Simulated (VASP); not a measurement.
Crystal: BaO.

```
Ba O
1.0
     0.00000    2.75000    2.75000
     2.75000    0.00000    2.75000
     2.75000    2.75000    0.00000
Ba O
1 1
Direct
  0.00000 0.00000 0.00000
  0.50000 0.50000 0.50000
```

- Program: VASP 6.6.1
- Task: relaxation of cell and atoms
- Functional: PBE
- Potentials or basis: VASP PAW PBE potentials, release 64 (Ba_sv, O)
- Cutoff: 520 eV
- k mesh: 8 × 8 × 8
- Occupations: gaussian, width 0.1 eV
- Spin: no spin polarisation

At the start: pressure 4.9 GPa; volume 20.80 Å³/atom.

Problem. Where does the relaxation end?

Solution. Over 3 steps the energy falls by 18.9 meV/atom and the volume is 22.11 Å³/atom (+6.3 %); space group Fm-3m (No. 225, to 0.05 Å).

The path:
| step | energy change (eV) | largest force (eV/Å) | pressure (GPa) | volume (Å³) |
| --- | --- | --- | --- | --- |
| 1 | 0.0000 | 0.0000 | 4.87 | 41.59 |
| 2 | -0.0299 | 0.0000 | -1.89 | 45.52 |
| 3 | -0.0378 | 0.0000 | 0.01 | 44.22 |

Final structure:
```
CELL_PARAMETERS angstrom
0.00000 2.80664 2.80664
2.80664 0.00000 2.80664
2.80664 2.80664 0.00000
ATOMIC_POSITIONS crystal
Ba 0.00000 0.00000 0.00000
O 0.50000 0.50000 0.50000
```
